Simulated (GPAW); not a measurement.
The system is Ge.

```
Ge
1.0
    -3.48417    3.48417    3.48417
     3.48417   -3.48417    3.48417
     3.48417    3.48417   -3.48417
Ge
8
Cartesian
  1.0414 1.0414 1.0414
  2.4428 1.0414 -1.0414
  1.0414 -1.0414 2.4428
  -1.0414 2.4428 1.0414
  2.4428 2.4428 2.4428
  4.5256 -1.0414 1.0414
  -1.0414 1.0414 4.5256
  1.0414 4.5256 -1.0414
```

This isn't the form of Ge at room conditions, which is diamond.

* Program: GPAW 26.7.0
* Task: relaxation of cell and atoms
* Functional: PBEsol
* Dispersion: D3(BJ)
* Potentials or basis: PAW data sets generated in the run's folder for this functional
* Cutoff: 600 eV
* Basis: pw
* k mesh: 6 × 6 × 6
* Occupations: fermi-dirac, width 0.05 eV
* Spin: no spin polarisation

At the start: pressure -2.3 GPa; volume 21.15 Å³/atom.

How do energy, volume and symmetry change on relaxing?

Over 8 steps the energy falls by 9.3 meV/atom and the volume is 20.26 Å³/atom (-4.2 %); space group Ia-3 (No. 206, to 0.05 Å).

Step by step:
```csv
step,energy change (eV),largest force (eV/Å),pressure (GPa),volume (Å³)
1,0.0000,0.2355,-2.29,169.18
2,-0.0095,0.1932,-2.27,168.91
3,-0.0506,0.0761,-1.87,166.44
4,-0.0556,0.1130,-1.63,165.60
5,-0.0632,0.1358,-1.05,164.02
6,-0.0692,0.1106,-0.45,162.71
7,-0.0733,0.0440,0.02,161.97
8,-0.0743,0.0035,0.06,162.10
```

Final structure:
```
Ge
1.0
    -3.43482    3.43482    3.43482
     3.43482   -3.43482    3.43482
     3.43482    3.43482   -3.43482
Ge
8
Direct
  0.29402 0.29402 0.29402
  0.00000 0.20598 0.50000
  0.20598 0.50000 0.00000
  0.50000 0.00000 0.20598
  0.70598 0.70598 0.70598
  0.00000 0.79402 0.50000
  0.79402 0.50000 0.00000
  0.50000 0.00000 0.79402
```

Caveat: later steps reuse the first step's grids; pairwise dispersion overbinds metals, which lowers pressure and volume.
